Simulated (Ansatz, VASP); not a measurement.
# Cross-check of P between VASP and Ansatz

Aim: how closely do two programs agree when they are given the same cell, functional and k mesh? The cell is taken from a series of runs on this material, whose earlier steps may have relaxed, scaled, displaced or heated it; both programs get it as it stands.

Program: Ansatz 0.2.0. Level of theory: plane waves, with VASP 6.6.1 beside it; single point at HSE06. Results are calculated unless marked as measured.

## Step 1: Set-up

The cell holds 2 atoms: 2 P. Its edges and angles: a = 3.281 Å, b = 3.281 Å, c = 25.700 Å, α = 90.0°, β = 90.0°, γ = 120.0°. Vacuum lies along c.

As a file:

```cif
data_structure
_symmetry_space_group_name_H-M 'P 1'
_symmetry_Int_Tables_number 1
_cell_length_a 3.2808
_cell_length_b 3.2808
_cell_length_c 25.7000
_cell_angle_alpha 90.000
_cell_angle_beta 90.000
_cell_angle_gamma 120.000
_cell_volume 239.56
loop_
_atom_site_label
_atom_site_type_symbol
_atom_site_fract_x
_atom_site_fract_y
_atom_site_fract_z
_atom_site_occupancy
P1 P 0.33333 0.66667 0.47589 1
P2 P 0.66667 0.33333 0.52411 1
```

## Step 2: VASP: single point, HSE06

With cell and atoms fixed, the geometry can't cause a difference; cores, projectors, grids and the points listed under the comparison can.

Lines of VASP's logs that name or quote its potential files are left out, and so is its time.

The run reads the wave functions of an earlier VASP run, which isn't shown here.

Input file INCAR:

```
SYSTEM = P
PREC = Accurate
ENCUT = 400
EDIFF = 1E-06
NELM = 100
ISMEAR = 0
SIGMA = 0.01
LREAL = .FALSE.
ALGO = Normal
LHFCALC = .TRUE.
AEXX = 0.25
GGA = PE
HFSCREEN = 0.208
LASPH = .TRUE.
NBANDS = 11
PRECFOCK = Fast
LORBIT = 11
LWAVE = .FALSE.
LCHARG = .FALSE.
KPAR = 4
ISIF = 2
LDIPOL = .TRUE.
IDIPOL = 3
DIPOL = 0.5 0.5 0.5
LVHAR = .TRUE.
```

Input file POSCAR:

```
P
1.0
    3.2807692627      0.0000000000      0.0000000000
   -1.6403846314      2.8412295255      0.0000000000
    0.0000000000      0.0000000000     25.7000000000
P
2
Direct
    0.3333333333      0.6666666667      0.4758938864
    0.6666666667      0.3333333333      0.5241061136
```

Input file KPOINTS:

```
Automatic mesh
0
Gamma
6 6 1
0 0 0
```

PAW data sets: P (PBE family, release 64).

Run with:

```bash
mpirun -np 4 vasp_std
```

Numbers of over 12 decimals in the logs are rounded to 6 here.

The log of the run:

```text
[banner, memory and clock lines left out]
running    4 mpi-ranks, on    1 nodes
 distrk:  each k-point on    1 cores,    4 groups
 distr:  one band on    1 cores,    1 groups

 POSCAR found type information on POSCAR P
 POSCAR found :  1 types and       2 ions
 LDA part: xc-table for (Slater+PW92), standard interpolation
 found WAVECAR, reading the header
 POSCAR, INCAR and KPOINTS ok, starting setup
 FFT: planning ... GRIDC
 FFT: planning ... GRID_SOFT
 FFT: planning ... GRID
 reading WAVECAR
 the WAVECAR file was read successfully
 initial charge from wavefunction
 entering main loop
       N       E                     dE             d eps       ncg     rms          rms(c)
DAV:   1    -0.128162220708E+02   -0.12816E+02   -0.35158E-01   189   0.338E+00    0.172E+00
DAV:   2    -0.128191131284E+02   -0.28911E-02   -0.10601E-02   219   0.619E-01    0.116E+00
DAV:   3    -0.128182693853E+02    0.84374E-03   -0.71947E-04   203   0.158E-01    0.677E-01
DAV:   4    -0.128179648362E+02    0.30455E-03   -0.26270E-04   202   0.875E-02    0.375E-01
DAV:   5    -0.128178770336E+02    0.87803E-04   -0.87651E-05   211   0.490E-02    0.208E-01
DAV:   6    -0.128178534574E+02    0.23576E-04   -0.25427E-05   202   0.264E-02    0.115E-01
DAV:   7    -0.128178496177E+02    0.38397E-05   -0.68913E-06   199   0.136E-02    0.641E-02
DAV:   8    -0.128178511655E+02   -0.15477E-05   -0.20821E-06   186   0.745E-03    0.361E-02
DAV:   9    -0.128178539846E+02   -0.28191E-05   -0.72023E-07   186   0.434E-03    0.203E-02
DAV:  10    -0.128178575570E+02   -0.35724E-05   -0.32893E-07   186   0.275E-03    0.115E-02
DAV:  11    -0.128178603816E+02   -0.28246E-05   -0.16274E-07   170   0.179E-03    0.657E-03
DAV:  12    -0.128178632596E+02   -0.28780E-05   -0.12783E-07   175   0.146E-03    0.375E-03
DAV:  13    -0.128178654103E+02   -0.21507E-05   -0.80168E-08   173   0.106E-03    0.223E-03
DAV:  14    -0.128178674720E+02   -0.20617E-05   -0.70822E-08   178   0.942E-04    0.138E-03
DAV:  15    -0.128178690979E+02   -0.16259E-05   -0.51342E-08   173   0.743E-04    0.986E-04
DAV:  16    -0.128178704903E+02   -0.13924E-05   -0.42648E-08   162   0.661E-04    0.789E-04
DAV:  17    -0.128178717724E+02   -0.12821E-05   -0.36980E-08   165   0.589E-04    0.684E-04
DAV:  18    -0.128178726573E+02   -0.88496E-06   -0.25386E-08   146   0.485E-04
   1 F= -.12817873E+02 E0= -.12817873E+02  d E =-.460186E-55
```

OUTCAR, selected parts (step 2):

```text
ion  position               nearest neighbor table
   1  0.333  0.667  0.476-   2 2.26   2 2.26   2 2.26
   2  0.667  0.333  0.524-   1 2.26   1 2.26   1 2.26

  LATTYP: Found a hexagonal cell.
 ALAT       =     3.2807692627
 C/A-ratio  =     7.8335286459

 Subroutine GETGRP returns: Found 12 space group operations
 (whereof 12 operations were pure point group operations)

The static configuration has the point symmetry D_3d.

 Found      7 irreducible k-points:

   k-points           NKPTS =      7   k-points in BZ     NKDIM =     36   number of bands    NBANDS=     11

   dimension x,y,z NGX =    24 NGY =   24 NGZ =  168
   dimension x,y,z NGXF=    48 NGYF=   48 NGZF=  336

   ENCUT  =  400.0 eV  29.40 Ry    5.42 a.u.   5.35  5.35 41.91*2*pi/ulx,y,z

   NELECT =      10.0000    total number of electrons

 k-points in reciprocal lattice and weights: Automatic mesh
   0.00000000  0.00000000  0.00000000       0.028
   0.16666667 -0.00000000  0.00000000       0.167
   0.33333333 -0.00000000  0.00000000       0.167
   0.50000000 -0.00000000  0.00000000       0.083
   0.16666667  0.16666667  0.00000000       0.167
   0.33333333  0.16666667  0.00000000       0.333
   0.33333333  0.33333333  0.00000000       0.056

  exchange ACFDT corr.  =         0.00000000  see jH, gK, PRB 81, 115126

 dipolmoment           0.000000      0.000000     -0.000000 electrons x Angstroem

 average (electrostatic) potential at core
       1 -89.0176       2 -89.0176

 E-fermi :  -4.7897

 k-point     1 :       0.0000    0.0000    0.0000
  band No.  band energies     occupation
      1     -20.4268      2.00000
      2     -12.0124      2.00000
      3      -5.3154      2.00000
      4      -4.9486      2.00000
      5      -4.9486      2.00000
      6      -0.0185      0.00000
      7       0.0476      0.00000
      8       0.0476      0.00000
      9       1.1948      0.00000
     10       1.6844      0.00000
    ...

 k-point     2 :       0.1667   -0.0000    0.0000
  band No.  band energies     occupation
      1     -19.9370      2.00000
      2     -11.7231      2.00000
      3      -7.6111      2.00000
      4      -5.7927      2.00000
      5      -5.0665      2.00000
      6      -1.0363      0.00000
      7       1.0945      0.00000
      8       1.6217      0.00000
      9       1.8941      0.00000
     10       2.3290      0.00000
    ...

 k-point     3 :       0.3333   -0.0000    0.0000
  band No.  band energies     occupation
      1     -18.5219      2.00000
      2     -12.6053      2.00000
      3      -9.3168      2.00000
      4      -6.8933      2.00000
      5      -5.1754      2.00000
      6      -2.1151      0.00000
      7       0.1799      0.00000
      8       1.6996      0.00000
      9       3.2050      0.00000
     10       3.3867      0.00000
    ...

  Total       -0.5863124     -0.5863124     -0.7162215      0.0000000      0.0000000     -0.0000000
  in kB       -3.9212502     -3.9212502     -4.7900807      0.0000000      0.0000000     -0.0000000
  external PRESSURE =      -4.2108603 kB  Pullay stress =       0.0000000 kB

  energy-cutoff  :      400.00
  volume of cell :      239.56
      direct lattice vectors                 reciprocal lattice vectors
     3.280769263  0.000000000  0.000000000     0.304806562  0.175980151  0.000000000
    -1.640384631  2.841229526  0.000000000     0.000000000  0.351960301  0.000000000
     0.000000000  0.000000000 25.700000000     0.000000000  0.000000000  0.038910506

 POSITION                                       TOTAL-FORCE (eV/Angst)
 -----------------------------------------------------------------------------------
     -0.00000      1.89415     12.23047         0.000000      0.000000      0.568023
      1.64038      0.94708     13.46953        -0.000000     -0.000000     -0.568023
 -----------------------------------------------------------------------------------
    total drift:                                0.000000     -0.000000      0.000000

  FREE ENERGIE OF THE ION-ELECTRON SYSTEM (eV)
  ---------------------------------------------------
  free  energy   TOTEN  =       -12.8178726573 eV

  energy  without entropy=      -12.8178726573  energy(sigma->0) =      -12.81787266

 vacuum level on the upper side and lower side of the slab         1.809         1.809

 total charge
# of ion       s       p       d       tot
------------------------------------------
    1        1.092   1.362   0.000   2.454
    2        1.092   1.362   0.000   2.454
--------------------------------------------------
tot          2.184   2.724   0.000   4.908

[... 3 further parts left out ...]
```

## Step 3: Ansatz: single point, HSE06

Ansatz runs on its PAW soft_1 files.

The same cell, functional and mesh now go to Ansatz, which takes its cutoff from its data sets.

Input file input.yaml:

```yaml
crystal:
  lattice:
    - [3.2807692627, 0.0, 0.0]
    - [-1.6403846314, 2.8412295255, 0.0]
    - [0.0, 0.0, 25.7]
  atoms:
    - { symbol: P, position: [0.3333333333, 0.6666666667, 0.4758938864] }
    - { symbol: P, position: [0.6666666667, 0.3333333333, 0.5241061136] }
  periodic: [true, true, false]
kpoints:
  mp_grid: { grid: [6, 6, 1] }
  band_path:
    path:
      - [0.0, 0.0, 0.0]
      - [0.5, 0.0, 0.0]
      - [0.3333333333, 0.3333333333, 0.0]
      - [0.1666666667, 0.1666666667, 0.0]
      - [0.35, 0.0, 0.0]
      - [0.3, 0.0, 0.0]
    npoints: 1
hamiltonian:
  xc: hse06
  pseudopotentials: { kind: paw, azcp: { folder: soft_1 } }
scf:
  occupations: { method: fixed }
  n_extra_bands: 4
output:
  eigenvalues: true
```

Run with:

```bash
ansatz run input.yaml --threads 4 --pin off --max-ram 17510MiB --backend cpu --events-out ev --progress --plain --runs-dir out
```

The log of the run:

```text
scf.n_extra_bands = 4 over 5 filled bands (N_el = 10.0): the run solves 9 bands
Engine: ansatz 0.2.0, x86_64-unknown-linux-gnu
Pseudopotentials: kind: paw
Pseudopotential: P, paw, valence charge 5, recommended cutoff 420 eV (normal), soft_1/P.paw.azcp
Functional definition: HSE06
  parameter a = 0.25
  parameter omega = 0.11/bohr
  exchange = pbe_x - a*pbe_x_sr(omega) + a*exact_x_sr(omega)
  correlation = pbe_c
davidson cushion auto → on  (no smearing: the cushion is to keep the highest requested band from converging to the state above it; pin scf.eigensolver.cushion to override)
Crystal: 2 atoms, lattice volume = 239.560 Å³
Basis set: ecut = 420 eV, 4765 PW (Γ)
Bands: 9, of which v1, the nominal top of the filled ones, is band 5 counted from 1 (4 counted from 0)
Symmetry: 12 space group operations
Space group: P-3m1 (ITA 164), of the structure as read, at distance tolerance 6.2e-5 Å
k-points: 7 of 36
Non-local potential: P, projectors of the file, l = 0: 2, l = 1: 2, l = 2: 1
PAW form: soft (Blöchl's): semilocal exchange-correlation on the pseudo side does not see the compensation charge
PAW frozen core: P, regenerated for the run's functional, and the local potential with it (the file was generated under x = pbe(κ = 0.804, μ = 0.219515), c = pbe(β = 0.066725))
PAW one-centre angular grid: P, 110 points (default); XC on 64 Gauss nodes
Initial density: superposition of atomic densities (neutral atoms: chi_scale 0, normalization atom)
Initial wavefunctions: pseudopotential atomic-orbital guess
Functional: x = pbe(κ = 0.804, μ = 0.219515), c = pbe(β = 0.066725), warm-up for x = pbe(κ = 0.804, μ = 0.219515) + 0.25 (exact − pbe) at short range (hse, ω = 0.207870 Å⁻¹), c = pbe(β = 0.066725); HSE06 as pw.x's `hse` composes it (authors' and Libxc's form: `xc: wpbeh`)
iter 1 solved again at ethr=4.46e-3 eV; its pass at ethr=1.00e-1 eV (dr2=4.46e-1 eV) is discarded
SCF iter   1: F=—  HF=-1511.392891 eV  |F-HF|=—  |Δ(HF+E_count)|=         —  Δρ=1.56e-2  dr2=4.30e-1  ethr=4.46e-3  ⟨swp⟩=5.9  Hψ=477  notcnv=0
preconditioner: auto → none  [insulator: Δε(μ)=1.959 eV  Ē_g=10.136 eV  n_scr=12 (ndim 8)  ℏωp=7.6 eV  f_vac=0.758]
SCF iter   2: F=—  HF=-1511.307653 eV  |F-HF|=—  |Δ(HF+E_count)|=   8.52e-2  Δρ=7.22e-3  dr2=7.82e-2  ethr=4.30e-3  ⟨swp⟩=2.4  Hψ=157  notcnv=0  defer=2
iter 3 solved again at ethr=5.23e-6 eV; its pass at ethr=7.82e-4 eV (dr2=5.23e-4 eV) is discarded
SCF iter   3: F=—  HF=-1511.294833 eV  |F-HF|=—  |Δ(HF+E_count)|=   1.28e-2  Δρ=5.40e-4  dr2=4.79e-4  ethr=5.23e-6  ⟨swp⟩=5.4  Hψ=444  notcnv=0  defer=5
SCF iter   4: F=-1511.294783 eV  HF=-1511.294786 eV  |F-HF|=3.57e-6  |Δ(HF+E_count)|=   4.63e-5  Δρ=1.21e-4  dr2=2.85e-5  ethr=4.79e-6  ⟨swp⟩=3.4  Hψ=193  notcnv=0  defer=2
SCF 1 stopped early in 4 iterations: F = -1511.294783 eV  dr2 = 2.85e-5
  greatest PAW one-centre occupation: 0.815 electrons in one spin orbital (limit 2), on the P atom at site 1 (counted from 0), in its partial waves of l = 0
Initial density: handed on by an earlier stage of this run
Initial wavefunctions: those handed on with the density
Functional: x = pbe(κ = 0.804, μ = 0.219515) + 0.25 (exact − pbe) at short range (hse, ω = 0.207870 Å⁻¹), c = pbe(β = 0.066725); HSE06 as pw.x's `hse` composes it (authors' and Libxc's form: `xc: wpbeh`)
Exchange kernel: α = 0.2500, screened, ω = 0.2079 Å⁻¹, Wigner–Seitz truncation, v(0) = 1045.1187 eV·Å³, q-mesh 6×6×1, nearest image of the exchange supercell L = 19.68 Å, pair-density grid 15×15×100, without the augmentation charges, whose exchange is taken in its separable form by FFT convolution over the k-point mesh (sized by the pseudopotential files, 20×20×180 at the most)
Frozen-core exchange: fock
SCF iter   1: F=—  HF=-1512.177804 eV  |F-HF|=—  |Δ(HF+E_count)|=         —  Δρ=1.69e-3  dr2=6.47e-3  ethr=2.85e-6  ⟨swp⟩=11.7  Hψ=446  notcnv=0
preconditioner: auto → none  [insulator: Δε(μ)=2.721 eV  Ē_g=11.454 eV  n_scr=12 (ndim 8)  ℏωp=7.6 eV  f_vac=0.765]
SCF iter   2: F=—  HF=-1512.175100 eV  |F-HF|=—  |Δ(HF+E_count)|=   2.70e-3  Δρ=3.04e-4  dr2=6.87e-4  ethr=2.85e-6  ⟨swp⟩=4.9  Hψ=275  notcnv=0
SCF iter   3: F=—  HF=-1512.178796 eV  |F-HF|=—  |Δ(HF+E_count)|=   3.70e-3  Δρ=1.95e-4  dr2=1.40e-4  ethr=2.34e-6  ⟨swp⟩=4.6  Hψ=263  notcnv=0  defer=1
SCF iter   4: F=—  HF=-1512.178747 eV  |F-HF|=—  |Δ(HF+E_count)|=   4.90e-5  Δρ=2.08e-5  dr2=1.36e-5  ethr=1.27e-6  ⟨swp⟩=3.1  Hψ=203  notcnv=0  defer=1
SCF iter   5: F=-1512.178828 eV  HF=-1512.178830 eV  |F-HF|=2.19e-6  |Δ(HF+E_count)|=   8.31e-5  Δρ=4.05e-5  dr2=4.14e-6  ethr=2.17e-8  ⟨swp⟩=5.3  Hψ=293  notcnv=0  defer=4
SCF 2 stopped early in 5 iterations: F = -1512.178828 eV  dr2 = 4.14e-6
  greatest PAW one-centre occupation: 0.809 electrons in one spin orbital (limit 2), on the P atom at site 1 (counted from 0), in its partial waves of l = 0
hybrid outer 1: dexx = +4.326e-3 eV, tail = 9.95e-6 eV
Exchange kernel: α = 0.2500, screened, ω = 0.2079 Å⁻¹, Wigner–Seitz truncation, v(0) = 1045.1187 eV·Å³, q-mesh 6×6×1, nearest image of the exchange supercell L = 19.68 Å, pair-density grid 15×15×100, without the augmentation charges, whose exchange is taken in its separable form by FFT convolution over the k-point mesh (sized by the pseudopotential files, 20×20×180 at the most)
Frozen-core exchange: fock
SCF iter   1: F=—  HF=-1512.178793 eV  |F-HF|=—  |Δ(HF+E_count)|=         —  Δρ=9.77e-6  dr2=2.85e-7  ethr=4.97e-7  ⟨swp⟩=3.0  Hψ=163  notcnv=0
preconditioner: auto → none  [insulator: Δε(μ)=2.739 eV  Ē_g=11.486 eV  n_scr=12 (ndim 8)  ℏωp=7.6 eV  f_vac=0.766]
iter 2 solved again at ethr=8.08e-11 eV; its pass at ethr=2.81e-9 eV (dr2=8.08e-9 eV) is discarded
SCF iter   2: F=-1512.178793 eV  HF=-1512.178793 eV  |F-HF|=2.06e-9  |Δ(HF+E_count)|=   7.28e-8  Δρ=2.50e-6  dr2=1.67e-8  ethr=8.08e-11  ⟨swp⟩=3.6  Hψ=432  notcnv=0  defer=1
SCF 3 converged in 2 iterations: F = -1512.178793 eV  dr2 = 1.67e-8
hybrid outer 2: dexx = +4.862e-8 eV, tail = 3.41e-8 eV, Δε = 3.00e-3 eV (about 4.12e-4 eV left of the loop's levels)
NSCF: frozen V_eff on 6 k-points
hybrid SCF converged: 2 outer / 7 inner (+4 warm-up), last move |dexx| = 4.86e-8 eV, tail = 3.41e-8 eV
Stability not checked: this state was not tested for a lower state beside it, because the functional holds exact exchange (a hybrid, or Hartree-Fock), whose exchange loop this test does not read (fock_operator; see scf.lower_state_search)
Free energy (F): -1512.178793 eV
Frozen-core exchange: fock
Harris-Foulkes:  -1512.178793 eV  (|F-HF|=2.06e-9)
Internal energy: -1512.178793 eV  (E = F + TS)
E sigma→0 (E₀):  -1512.178793 eV
Fermi energy:    -6.723649 eV
--- Per-component energies (eV) ---
  E_band       = -124.225644
  E_kinetic    = 135.237018
  E_local      = -5394.205960  (includes V_loc(G=0)·N_el)
  E_nonlocal   = 63.958873
  E_hartree    = 2608.021096
  E_xc         = -117.061344
  E_vxc        = -97.867022  (∫ρ·V_xc dr)
  E_exx        = -15.904992  (= α·E_x^exact, valence–valence)
  E_paw        = -1128.447839  (= ΣΔE_a)
  E_vpaw       = -15.578801  (= ΣTr[D̂ρ^β])
  E_aug_tail   = -0.000001  (compensation charges beyond the density's cutoff)
  E_ewald      = 2336.375662
  E_core_change = -0.151304  (= ΣΔE_core)
  E_smearing   = -0.000000  (= −TS)
  E_closure    = 0.000000  (closes the sum)
  Σ components = -1512.178793   (vs F -1512.178793, Δ=2.27e-13)
--- Band table (eV; the first three rows and the last of 7) ---
  k-point 0: bands = ["-22.2983", "-13.8328", "-7.1484", "-6.8142", "-6.8142", "-1.9208", "-1.8122", "-1.8122", "-0.6681"]
  k-point 1: bands = ["-21.8085", "-13.5440", "-9.4817", "-7.6577", "-6.8962", "-2.9015", "-0.7607", "-0.2377", "0.0232"]
  k-point 2: bands = ["-20.3931", "-14.4590", "-11.1556", "-8.7586", "-6.9979", "-3.9847", "-1.6817", "-0.1480", "1.3444"]
  k-point 6: bands = ["-17.3480", "-17.3480", "-12.5125", "-8.6099", "-8.6099", "-3.7289", "-0.1192", "-0.1192", "2.5858"]
  the weakly bound empty levels are not read free of the cell's end (exact_exchange)
```

Reading the cycles: dr2 is the Hartree energy of the density residual (eV), the measure of convergence; HF is the Harris–Foulkes estimate of the energy, which meets the free energy F at convergence.

## Step 4: Comparison

Known differences besides the potentials themselves: exact exchange at q = 0 is treated differently, which shows on coarse meshes; VASP keeps PBE cores, Ansatz makes them for the functional; fixed occupations in Ansatz, narrow Gaussian smearing in VASP; Ansatz cuts the interaction across the vacuum, VASP repeats the sheet with a dipole correction; the cutoff is 420 eV in Ansatz and 400 eV in VASP; VASP takes a coarser grid for exact exchange (PRECFOCK = Fast). Total energies have different zeros and are not compared.

Compared:

```
              quantity  Ansatz   VASP  difference
gap on the k mesh (eV)   2.739  2.784      -0.045
```

A gap on the mesh is an upper bound, since the band edges may lie between its points. With vacuum in the cell, a pressure given here is an average over mostly empty space and none of the material.

## Step 5: What came out

| Property | Result |
| --- | --- |
| difference in gap on the k mesh (single point, HSE06) | -0.045 eV |

**Reading.** The difference in gap on the k mesh is -0.045 eV (single point, HSE06), within the 0.08 eV picked in this series as the mark of a large difference. Such differences can come from data sets, numerical settings and the points named under the comparisons, not from the functional's error against experiment.

[Lines on the potential files, build, host, timing and source positions are cut from VASP's logs without a mark.]

[Logs are printed without paths, hosts, clocks, repeated set-up lines and the standing remarks that a program may print on its own settings, such as how far it seeks lower states.]

[Hosts, paths, dates, database ids (printed as entryN), source tags and the programs' standing remarks are cut or masked in the printed files.]
